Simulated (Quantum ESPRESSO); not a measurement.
Zn under changes of volume

One of the cells (15.169 Å³/atom); the others are scaled copies at fixed shape and fractional positions:

```
Zn
1.0
     0.00000    1.96478    1.96478
     1.96478    0.00000    1.96478
     1.96478    1.96478    0.00000
Zn
1
Direct
  0.00000 0.00000 0.00000
```

This isn't the form of Zn at room conditions, which is hcp.

```yaml
Program: Quantum ESPRESSO 7.5
Functional: r2SCAN
Potentials_or_basis: SG15 PBE 1.2
Cutoff: 952 eV
Density_cutoff: 3810 eV
k_mesh: 9 × 9 × 9
Occupations: fermi-dirac, width 0.05 eV
Spin: no spin polarisation
```

```csv
volume (Å³/atom),energy over the lowest point (meV/atom),pressure (GPa)
14.259,?,?
14.563,0.00,-0.4
14.866,2.05,-2.1
15.169,7.03,-3.5
15.473,14.49,-4.7
15.776,24.16,-5.7
16.080,35.68,-6.7
```

What does the run at 14.259 Å³/atom give?

Energy over the lowest point 1.29 meV/atom; pressure 1.4 GPa.

Worked out: A Birch-Murnaghan fit of order 3 (a polynomial in V^(-2/3)) to the other rows has its minimum at 14.52 Å³/atom, just outside them, with B0 = V·E''(V) = 87 GPa and B' = 5.9. It gives 1.31 meV/atom at 14.259 Å³/atom, against the run's 1.29, and -dE/dV = 1.7 GPa, against 1.4.

Energies are extrapolated to zero smearing.

Caveats: the potentials were made for another functional, which shifts forces and pressure.
